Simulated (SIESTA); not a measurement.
CdGeAs2:

```
Cd As Ge
1.0
    -2.98887    2.98887    5.66430
     2.98887   -2.98887    5.66430
     2.98887    2.98887   -5.66430
Cd As Ge
2 4 2
Direct
  0.50000 0.50000 0.00000
  0.25000 0.75000 0.50000
  0.09622 0.12500 0.47122
  0.37500 0.90378 0.02878
  0.65378 0.62500 0.52878
  0.87500 0.34622 0.97122
  0.75000 0.25000 0.50000
  0.00000 0.00000 0.00000
```

The cell is a database's computed one.

* Program: SIESTA 5.4.2
* Task: single point
* Functional: PBEsol
* Potentials or basis: PseudoDojo 0.4 standard (PBEsol files)
* Basis: DZP (energy shift 0.003 Ry; two zetas on semicore shells)
* Grid cutoff: 800 Ry
* Energy shift: 0.003 Ry
* k mesh: 6 × 6 × 6
* Occupations: fermi-dirac, width 0.05 eV
* Spin: no spin polarisation

On this cell: pressure -0.1 GPa; largest force 0.419 eV/Å; band gap on the k mesh 0.20 eV, indirect (least direct gap 0.22 eV).

The same run follows on a disturbed copy (atoms moved at random, drawn with an rms of 0.05 Å):

```
CELL_PARAMETERS angstrom
-2.98887 2.98887 5.66430
2.98887 -2.98887 5.66430
2.98887 2.98887 -5.66430
ATOMIC_POSITIONS crystal
Cd 0.50381 0.50861 0.00715
Cd 0.25472 0.74292 0.50274
As 0.09201 0.12039 0.46123
As 0.36835 0.90218 0.02233
As 0.65397 0.63062 0.53599
As 0.87813 0.34552 0.96568
Ge 0.74667 0.24984 0.50050
Ge 0.00005 0.00316 0.00042
```

What changes?

The energy moves by +11.6 meV/atom; pressure 0.1 GPa; largest force 0.916 eV/Å; band gap on the k mesh 0.17 eV, indirect (least direct gap 0.19 eV).

Forces on the atoms (eV/Å):
```
Cd  -0.268  0.031 -0.228
Cd   0.177 -0.364  0.195
As   0.361  0.785 -0.169
As  -0.233  0.237  0.102
As  -0.398 -0.392  0.127
As   0.793  0.115 -0.444
Ge  -0.396 -0.273  0.503
Ge  -0.039 -0.137 -0.085
```

Stress tensor (GPa, compression positive):
```
 0.06  0.33 -0.61
 0.33  0.11 -0.39
-0.61 -0.39  0.08
```

Caveats: the basis of atomic orbitals isn't converged, which shifts pressures, moduli and gaps.

A k mesh can miss the band edges.
